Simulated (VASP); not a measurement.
# SnS2 (Berndtite-2T) (P-3m1) in VASP: further runs, part 2 of 2

VASP 6.6.1. Earlier steps stand in the parts before.

### Step 3. Relaxation of cell and atoms, LDA

This run uses another cell than the first one, of 21.71 Å³/atom, 0.968 times its volume.

The input, INCAR:

```
SYSTEM = SnS2
PREC = Accurate
ENCUT = 600
EDIFF = 1E-7
ISMEAR = 0
SIGMA = 0.03
LREAL = .False.
LASPH = .True.
NELM = 80
ALGO = Normal
ISIF = 3
LWAVE = .False.
LCHARG = .False.
IBRION = 2
NSW = 90
EDIFFG = -0.005
KPAR = 2
```

The input, KPOINTS:

```
regular mesh
0
Gamma
  9 9 5
  0 0 0
```

The input, POSCAR:

```
SnS2                                    
1.0
    3.6316759447     -0.0000000000     -0.0000000000
   -1.8158379723      3.1451236264      0.0000000000
   -0.0000000000      0.0000000000      5.7029362746
  Sn              S             
     1     2
Direct
     0.0000000000000000    0.0000000000000000    0.0000000000000000
     0.3333333332999970    0.6666666667000030    0.2573133145375079
     0.6666666667000030    0.3333333332999970    0.7426866854624919
```

Potentials or basis: VASP PAW LDA potentials, release 64 (Sn_d, S).

Command:

```bash
> cat potpaw_LDA.64/Sn_d/POTCAR potpaw_LDA.64/S/POTCAR > POTCAR
> mpirun -np 2 vasp_std > vasp.out
```

It took 13 s on 2 MPI ranks of Intel Xeon 6975P-C (Granite Rapids), shared host; peak memory 0.2 GiB.

It converged, with:

- Free energy: -15.0726 eV
- Pressure after relaxing: 0.0 GPa
- Largest force after relaxing: 0.005 eV/Å
- Band gap on the k mesh: 1.13 eV, indirect (least direct gap 1.63 eV)

Forces on the atoms (eV/Å):
```
Sn   0.000  0.000  0.000
S    0.000  0.000 -0.005
S    0.000  0.000  0.005
```

Final structure:
```yaml
crystal:
  lattice:
    - [3.63168, 0.00000, 0.00000]
    - [-1.81584, 3.14512, 0.00000]
    - [0.00000, 0.00000, 5.70294]
  atoms:
    - { symbol: Sn, position: [0.00000, 0.00000, 0.00000] }
    - { symbol: S, position: [0.33333, 0.66667, 0.25731] }
    - { symbol: S, position: [0.66667, 0.33333, 0.74269] }
```

Levels at points of the mesh, in eV from the valence-band top:
| k point | band 10 | band 11 | band 12 | band 13 | band 14 | band 15 | band 16 | band 17 |
| --- | --- | --- | --- | --- | --- | --- | --- | --- |
| (0.00, 0.00, 0.00) | -0.83 | -0.57 | -0.57 | 0.00 | 1.63 | 3.29 | 5.18 | 5.18 |

Caveat: the relaxation stopped at its first step, so nothing moved; spin-orbit coupling is left out, which moves the levels of the heavy elements; an odd mesh through Γ misses points on the zone boundary, where band edges often lie.

### Step 4. Relaxation of cell and atoms, PBE+D3(BJ)

The input, INCAR:

```
ALGO = Normal
EDIFF = 1E-6
EDIFFG = -0.01
ENCUT = 600
GGA = PE
IBRION = 2
ISIF = 3
ISMEAR = 0
IVDW = 12
KPAR = 2
LASPH = True
LCHARG = False
LREAL = False
LWAVE = False
NELM = 80
NSW = 90
PREC = Accurate
SIGMA = 0.03
```

The input, KPOINTS:

```
k-points
0
Gamma
  9 9 5
```

The input, POSCAR:

```
SnS2
1.0
    3.6390000000      0.0000000000      0.0000000000
   -1.8195000000      3.1514664444      0.0000000000
    0.0000000000      0.0000000000      5.8680000000
Sn S
1 2
Direct
    0.0000000000      0.0000000000      0.0000000000
    0.3333333333      0.6666666667      0.2500000000
    0.6666666667      0.3333333333      0.7500000000
```

Potentials or basis: VASP PAW PBE potentials, release 64 (Sn_d, S).

Command:

```bash
> cat potpaw_PBE.64/Sn_d/POTCAR potpaw_PBE.64/S/POTCAR > POTCAR
> mpirun -np 2 vasp_std > vasp.out
```

OUTCAR:

```text
EDIFF = 1E-6
   EDIFFG = -0.01
   ENCUT = 600
   GGA = PE
   IBRION = 2
   ISIF = 3
   ISMEAR = 0
   IVDW = 12
   LASPH = True
   LREAL = False
   NELM = 80
   NSW = 90
   PREC = Accurate
 IVDW          = 12

 ion  position               nearest neighbor table
   1  0.000  0.000  0.000-   2 2.56   3 2.56   3 2.56   2 2.56   3 2.56   2 2.56
   2  0.333  0.667  0.250-   1 2.56   1 2.56   1 2.56
   3  0.667  0.333  0.750-   1 2.56   1 2.56   1 2.56

  LATTYP: Found a hexagonal cell.
 ALAT       =     3.6390000000
 C/A-ratio  =     1.6125309151

  Lattice vectors:

 A1 = (   3.6390000000,   0.0000000000,   0.0000000000)
 A2 = (  -1.8195000000,   3.1514664444,   0.0000000000)
 A3 = (   0.0000000000,   0.0000000000,   5.8680000000)

Analysis of symmetry for initial positions (statically):
=====================================================================
 Subroutine PRICEL returns:
[... 382 lines left out ...]

 number of electron      25.9999999 magnetization

 Free energy of the ion-electron system (eV)
  ---------------------------------------------------
  ext. energy  EPLUGINS =         0.00000000
  ---------------------------------------------------
  free energy    TOTEN  =       -13.15418851 eV

  energy without entropy =      -13.15418851  energy(sigma->0) =      -13.15418851

 E-fermi :   5.0158     XC(G=0):  -9.6594

 val. band max:        4.8213412490   @ k =   0.0000   0.0000   0.0000
 cond. band min:       6.1281558427   @ k =   0.0000   0.4444   0.4000
 fundamental gap:      1.3068145937
 Fermi energy:         5.0157881624

 k-point     1 :       0.0000    0.0000    0.0000
  band No.  band energies     occupation
      1     -16.1943      2.00000
      2     -16.1943      2.00000
      3     -16.1552      2.00000
      4     -16.1290      2.00000
      5     -16.1290      2.00000
      6      -8.9801      2.00000
[... 457 lines left out ...]
      4     -16.1299      2.00000
      5     -16.1108      2.00000
      6      -8.0228      2.00000
[... 9 lines left out ...]
     16      10.6302      0.00000
     17      11.7333      0.00000

 [... further k-points ...]

------------------------ aborting loop because EDIFF is reached ----------------------------------------

 Edisp (eV)   -0.98441

 E8    (eV) :    -0.4023
[... 26 lines left out ...]
  FREE ENERGIE OF THE ION-ELECTRON SYSTEM (eV)
  ---------------------------------------------------
  free  energy   TOTEN  =       -14.1385978975 eV

  energy  without entropy=      -14.1385978975  energy(sigma->0) =      -14.13859790

 reached required accuracy - stopping structural energy minimisation
```

CONTCAR:

```text
SnS2
   1.00000000000000
     3.6672149338895585    0.0000000000000000    0.0000000000000000
    -1.8336074669447793    3.1759012939151190    0.0000000000000000
     0.0000000000000000   -0.0000000000000000    5.8130286587769566
  Sn              S
     1     2
Direct
     0.0000000000000000    0.0000000000000000    0.0000000000000000
     0.3333333332999970    0.6666666667000030    0.2543667567504676
     0.6666666667000030    0.3333333332999970    0.7456332432495327

  0.00000000E+00  0.00000000E+00  0.00000000E+00
  0.00000000E+00  0.00000000E+00  0.00000000E+00
  0.00000000E+00  0.00000000E+00  0.00000000E+00
```

It took 2.7 min on 2 MPI ranks of AMD EPYC 7R43 (Zen 3), shared host; peak memory 0.23 GiB.

Results:

```yaml
Free_energy: -14.1386 eV
Relaxed_volume: 22.57 Å³/atom
Relaxed_cell: a = 3.667 Å, b = 3.667 Å, c = 5.813 Å, α = 90.00°, β = 90.00°, γ = 120.00°
Space_group_after_relaxing_to_0.05_Å: P-3m1 (No. 164)
Energy_gained_by_relaxing: 3.1 meV/atom
Ionic_steps: 14
Pressure_after_relaxing: 0.0 GPa
Band_gap_on_the_k_mesh: 1.31 eV, indirect (least direct gap 1.75 eV)
Dispersion_energy_per_atom: -0.328 eV
```

The path:
```tsv
step	energy change (eV)	largest force (eV/Å)	pressure (GPa)	volume (Å³)
1	0.0000	0.2533	1.72	67.30
2	-0.0012	0.1919	-1.55	69.66
3	-0.0080	0.0160	-0.06	68.51
4	-0.0080	0.0202	0.00	68.48
5	-0.0082	0.0292	0.00	68.45
6	-0.0085	0.0517	-0.04	68.37
7	-0.0087	0.0381	-0.07	68.31
8	-0.0091	0.0001	-0.17	68.12
9	-0.0092	0.0182	-0.23	68.02
10	-0.0093	0.0098	-0.08	67.86
11	-0.0093	0.0081	-0.09	67.82
12	-0.0094	0.0046	-0.03	67.75
13	-0.0094	0.0027	0.08	67.62
14	-0.0094	0.0018	-0.01	67.70
```

Final structure:
```xyz
3
Lattice="3.6672 0.0000 0.0000 -1.8336 3.1759 0.0000 0.0000 0.0000 5.8130" Properties=species:S:1:pos:R:3 pbc="T T T"
Sn    0.0000    0.0000    0.0000
S     0.0000    2.1173    1.4786
S     1.8336    1.0586    4.3344
```

Caveat: spin-orbit coupling is left out, which moves the levels of the heavy elements; an odd mesh through Γ misses points on the zone boundary, where band edges often lie.
